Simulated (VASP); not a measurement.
# HfSi2 (Cmcm) in VASP: notebook, part 2 of 2

VASP 6.6.1. The steps go on from the part before.

### 4 Relaxation of cell and atoms, PBE

The input, INCAR:

```
  PREC = Accurate
  ENCUT = 300
  EDIFF = 1E-6
  ISMEAR = 1
  SIGMA = 0.1
  LREAL = False
  LASPH = True
  NELM = 80
  ALGO = Normal
  ISIF = 3
  LWAVE = False
  LCHARG = False
  GGA = PE
  IBRION = 2
  NSW = 90
  EDIFFG = -0.01
  KPAR = 2
```

The input, KPOINTS:

```
regular mesh
0
Gamma
  5 5 5
```

The input, POSCAR:

```
HfSi2
1.0
    1.8360000000     -7.2850000000      0.0000000000
    1.8360000000      7.2850000000      0.0000000000
    0.0000000000      0.0000000000      3.6410000000
Hf Si
2 4
Direct
    0.8940000000      0.1060000000      0.2500000000
    0.1060000000      0.8940000000      0.7500000000
    0.5590000000      0.4410000000      0.2500000000
    0.4410000000      0.5590000000      0.7500000000
    0.2500000000      0.7500000000      0.2500000000
    0.7500000000      0.2500000000      0.7500000000
```

Potentials or basis: VASP PAW PBE potentials, release 64 (Hf, Si).

Command:

```
$ cat potpaw_PBE.64/Hf/POTCAR potpaw_PBE.64/Si/POTCAR > POTCAR
$ mpirun -np 2 vasp_std > vasp.out
```

It took 88 s on 2 MPI ranks of Intel Xeon Platinum 8488C (Sapphire Rapids), shared host; peak memory 0.19 GiB.

The run converged. Its results:

```yaml
Free_energy: -44.9955 eV
Relaxed_volume: 16.38 Å³/atom
Relaxed_cell: a = 7.483 Å, b = 7.483 Å, c = 3.649 Å, α = 90.00°, β = 90.00°, γ = 151.26°
Space_group_after_relaxing_to_0.05_Å: Cmcm (No. 63)
Energy_gained_by_relaxing: 11.0 meV/atom
Ionic_steps: 10
Pressure_after_relaxing: 0.0 GPa
Largest_force_after_relaxing: 0.008 eV/Å
Band_gap_on_the_k_mesh: none (metal or under the smearing width)
```

Forces on the atoms (eV/Å):
```
Hf   0.000  0.003  0.000
Hf   0.000 -0.003  0.000
Si   0.000  0.008  0.000
Si   0.000 -0.008  0.000
Si   0.000  0.005  0.000
Si   0.000 -0.005  0.000
```

Stress tensor (GPa, compression positive):
```
-0.01  0.00  0.00
 0.00  0.01  0.00
 0.00  0.00 -0.08
```

Step by step:
```
step  energy change (eV)  largest force (eV/Å)  pressure (GPa)  volume (Å³)
   1              0.0000                0.6624            1.23        97.40
   2             -0.0456                0.3810           -1.41        99.16
   3             -0.0470                0.3105           -1.97        99.56
   4             -0.0574                0.1664            0.82        97.65
   5             -0.0627                0.0422           -0.22        98.33
   6             -0.0655                0.0567            0.26        98.01
   7             -0.0655                0.0557            0.24        98.02
   8             -0.0659                0.0410           -0.14        98.31
   9             -0.0659                0.0415           -0.13        98.30
  10             -0.0662                0.0084           -0.02        98.25
```

Final structure:
```xyz
6
Lattice="1.8572 -7.2492 0.0000 1.8572 7.2492 0.0000 0.0000 0.0000 3.6489" Properties=species:S:1:pos:R:3 pbc="T T T"
Hf    1.8572   -5.7293    0.9122
Hf    1.8572    5.7293    2.7366
Si    1.8572   -0.7858    0.9122
Si    1.8572    0.7858    2.7366
Si    1.8572    3.6172    0.9122
Si    1.8572   -3.6172    2.7366
```

Levels at points of the mesh, in eV from the Fermi level:
```csv
k point,band 8,band 9,band 10,band 11,band 12,band 13,band 14,band 15,band 16
"(0.00, 0.00, 0.00)",-2.66,-2.58,-2.55,-2.49,-0.09,1.27,1.32,1.75,1.85
```

Caveat: the cutoff is under 1.25 times the usual one of these potentials, so pressure, stress and relaxed cells hold a basis-set (Pulay) error. PBE usually gives volumes a little too large and moduli too small.

### 5 Relaxation of cell and atoms, PBE

This run uses another cell than the first one, of 16.38 Å³/atom, 1.009 times its volume.

INCAR, as its differences from that of step 4:

```diff
@@ -2,3 +2,3 @@
   ENCUT = 300
-  EDIFF = 1E-6
+  EDIFF = 1E-7
   ISMEAR = 1
@@ -15,3 +15,3 @@
   NSW = 90
-  EDIFFG = -0.01
+  EDIFFG = -0.005
   KPAR = 2
```

KPOINTS is that of step 4.

The input, POSCAR:

```
HfSi2                                   
1.0
    1.8572239235     -7.2491721845      0.0000000000
    1.8572239235      7.2491721845     -0.0000000000
    0.0000000000      0.0000000000      3.6488643630
  Hf              Si            
     2     4
Direct
     0.8951705311645946    0.1048294688354055    0.2500000000000000
     0.1048294688354055    0.8951705311645946    0.7500000000000000
     0.5542020121630304    0.4457979878369696    0.2500000000000000
     0.4457979878369696    0.5542020121630304    0.7500000000000000
     0.2505100044753331    0.7494899955246671    0.2500000000000000
     0.7494899955246671    0.2505100044753331    0.7500000000000000
```

Potentials or basis: VASP PAW PBE potentials, release 64 (Hf, Si).

Command:

```
$ cat potpaw_PBE.64/Hf/POTCAR potpaw_PBE.64/Si/POTCAR > POTCAR
$ mpirun -np 2 vasp_std > vasp.out
```

OUTCAR:

```text
PREC = Accurate
   ENCUT = 300
   EDIFF = 1E-7
   ISMEAR = 1
   LREAL = False
   LASPH = True
   NELM = 80
   ISIF = 3
   GGA = PE
   IBRION = 2
   NSW = 90
   EDIFFG = -0.005

 ion  position               nearest neighbor table
   1  0.895  0.105  0.250-   4 2.70   4 2.70   4 2.70   4 2.70   6 2.79   6 2.79   5 2.80   5 2.80
                             3 2.96   3 2.96   2 3.55   2 3.55
   2  0.105  0.895  0.750-   3 2.70   3 2.70   3 2.70   3 2.70   5 2.79   5 2.79   6 2.80   6 2.80
                             4 2.96   4 2.96   1 3.55   1 3.55
   3  0.554  0.446  0.250-   4 2.41   4 2.41   2 2.70   2 2.70   2 2.70   2 2.70   1 2.96   1 2.96

   4  0.446  0.554  0.750-   3 2.41   3 2.41   1 2.70   1 2.70   1 2.70   1 2.70   2 2.96   2 2.96

   5  0.251  0.749  0.250-   6 2.60   6 2.60   6 2.60   6 2.60   2 2.79   2 2.79   1 2.80   1 2.80

   6  0.749  0.251  0.750-   5 2.60   5 2.60   5 2.60   5 2.60   1 2.79   1 2.79   2 2.80   2 2.80

  LATTYP: Found a base centered orthorhombic cell.
 ALAT       =     3.7144478470
 B/A-ratio  =     3.9032300267
 C/A-ratio  =     0.9823436789

  Lattice vectors:

 A1 = (   1.8572239235,  -7.2491721845,   0.0000000000)
 A2 = (   1.8572239235,   7.2491721845,   0.0000000000)
 A3 = (   0.0000000000,   0.0000000000,   3.6488643630)

Analysis of symmetry for initial positions (statically):
=====================================================================
 Subroutine PRICEL returns:
 Original cell was already a primitive cell.

 Routine SETGRP: Setting up the symmetry group for a
 base centered orthorhombic supercell.

 Subroutine GETGRP returns: Found  8 space group operations
 (whereof  4 operations were pure point group operations)
 out of a pool of  8 trial point group operations.

The static configuration has the point symmetry C_2h.
 The point group associated with its full space group is D_2h.

Analysis of symmetry for dynamics (positions and initial velocities):
=====================================================================
[... 203 lines left out ...]
  ---------------------------------------------------
  free  energy   TOTEN  =       -44.9969121678 eV

  energy  without entropy=      -44.9978320724  energy(sigma->0) =      -44.99721880

--------------------------------------- Ionic step        2  -------------------------------------------

 number of electron      23.9999998 magnetization

 Free energy of the ion-electron system (eV)
  ---------------------------------------------------
  ext. energy  EPLUGINS =         0.00000000
  ---------------------------------------------------
  free energy    TOTEN  =       -44.99692267 eV

  energy without entropy =      -44.99783948  energy(sigma->0) =      -44.99722828

 E-fermi :   8.4779     XC(G=0): -11.2421

 val. band max:        8.3885521143   @ k =   0.0000   0.0000   0.0000
 cond. band min:       8.5080831055   @ k =   0.2000  -0.0000   0.4000
 fundamental gap:      0.1195309911
 Fermi energy:         8.4779013937

 k-point     1 :       0.0000    0.0000    0.0000
  band No.  band energies     occupation
      1      -4.2422      2.00000
      2      -2.2770      2.00000
      3      -0.0608      2.00000
      4       4.6910      2.00000
      5       5.4022      2.00000
      6       5.4522      2.00000
[... 433 lines left out ...]
      3       0.1374      2.00000
      4       0.7724      2.00000
      5       3.2360      2.00000
      6       4.1827      2.00000
[... 8 lines left out ...]
     15      10.5235      0.00000
     16      10.9450      0.00000

 [... further k-points ...]

------------------------ aborting loop because EDIFF is reached ----------------------------------------

  FORCE on cell =-STRESS in cart. coord.  units (eV):
  Direction    XX          YY          ZZ          XY          YZ          ZX
  --------------------------------------------------------------------------------------
  -------------------------------------------------------------------------------------
  Total        0.0115883      0.0260552      0.0219889      0.0000000      0.0000000      0.0000000
  in kB        0.1890301      0.4250163      0.3586872      0.0000000      0.0000000      0.0000000
  external PRESSURE =       0.3242445 kB  Pullay stress =       0.0000000 kB

 VOLUME and BASIS-vectors are now :
 -----------------------------------------------------------------------------
  energy-cutoff  :      300.00
  volume of cell :       98.22
      direct lattice vectors                 reciprocal lattice vectors
     1.857237491 -7.249545877  0.000000000     0.269217051 -0.068969837 -0.000000000
     1.857237491  7.249545877 -0.000000000     0.269217051  0.068969837  0.000000000
     0.000000000 -0.000000000  3.647460988     0.000000000  0.000000000  0.274163316

 POSITION                                       TOTAL-FORCE (eV/Angst)
 -----------------------------------------------------------------------------------
      1.85724     -5.72951      0.91187         0.000000      0.000766     -0.000000
      1.85724      5.72951      2.73560         0.000000     -0.000766      0.000000
      1.85724     -0.78546      0.91187         0.000000      0.003280     -0.000000
      1.85724      0.78546      2.73560         0.000000     -0.003280      0.000000
      1.85724      3.61760      0.91187         0.000000      0.001132     -0.000000
      1.85724     -3.61760      2.73560         0.000000     -0.001132      0.000000
 -----------------------------------------------------------------------------------
    total drift:                                0.000000      0.000000     -0.000000

  FREE ENERGIE OF THE ION-ELECTRON SYSTEM (eV)
  ---------------------------------------------------
  free  energy   TOTEN  =       -44.9969226747 eV

  energy  without entropy=      -44.9978394786  energy(sigma->0) =      -44.99722828

 reached required accuracy - stopping structural energy minimisation
```

OSZICAR:

```text
N       E                     dE             d eps       ncg     rms          rms(c)
DAV:   1     0.199111725350E+02    0.19911E+02   -0.69044E+03   864   0.797E+02
DAV:   2    -0.442709775883E+02   -0.64182E+02   -0.63589E+02  1176   0.138E+02
DAV:   3    -0.464308156448E+02   -0.21598E+01   -0.21323E+01  1248   0.258E+01
[... 12 lines left out ...]
       N       E                     dE             d eps       ncg     rms          rms(c)
DAV:   1    -0.449969220454E+02   -0.98463E-05   -0.48092E-04  1096   0.133E-01    0.165E-02
DAV:   2    -0.449969223571E+02   -0.31171E-06   -0.15982E-05  1304   0.243E-02    0.920E-03
DAV:   3    -0.449969223888E+02   -0.31760E-07   -0.18306E-06  1216   0.698E-03    0.240E-03
DAV:   4    -0.449969226011E+02   -0.21225E-06   -0.19672E-07  1056   0.243E-03    0.921E-04
DAV:   5    -0.449969226747E+02   -0.73620E-07   -0.17523E-08   776   0.735E-04
   2 F= -.44996923E+02 E0= -.44997228E+02  d E =-.105069E-04
```

It took 31 s on 2 MPI ranks of Intel Xeon Platinum 8488C (Sapphire Rapids), shared host; peak memory 0.18 GiB.

What came out:

```yaml
Free_energy: -44.9969 eV
Relaxed_volume: 16.37 Å³/atom
Relaxed_cell: a = 7.484 Å, b = 7.484 Å, c = 3.647 Å, α = 90.00°, β = 90.00°, γ = 151.26°
Space_group_after_relaxing_to_0.05_Å: Cmcm (No. 63)
Energy_gained_by_relaxing: 0.0 meV/atom
Ionic_steps: 2
Pressure_after_relaxing: 0.0 GPa
Largest_force_after_relaxing: 0.003 eV/Å
Band_gap_on_the_k_mesh: none (metal or under the smearing width)
```

Forces on the atoms (eV/Å):
```
Hf   0.000  0.001  0.000
Hf   0.000 -0.001  0.000
Si   0.000  0.003  0.000
Si   0.000 -0.003  0.000
Si   0.000  0.001  0.000
Si   0.000 -0.001  0.000
```

Final structure:
```
Hf Si
1.0
     1.85724   -7.24955    0.00000
     1.85724    7.24955    0.00000
     0.00000    0.00000    3.64746
Hf Si
2 4
Direct
  0.89516 0.10484 0.25000
  0.10484 0.89516 0.75000
  0.55417 0.44583 0.25000
  0.44583 0.55417 0.75000
  0.25049 0.74951 0.25000
  0.74951 0.25049 0.75000
```

Caveat: the cutoff is under 1.25 times the usual one of these potentials, so pressure, stress and relaxed cells hold a basis-set (Pulay) error.
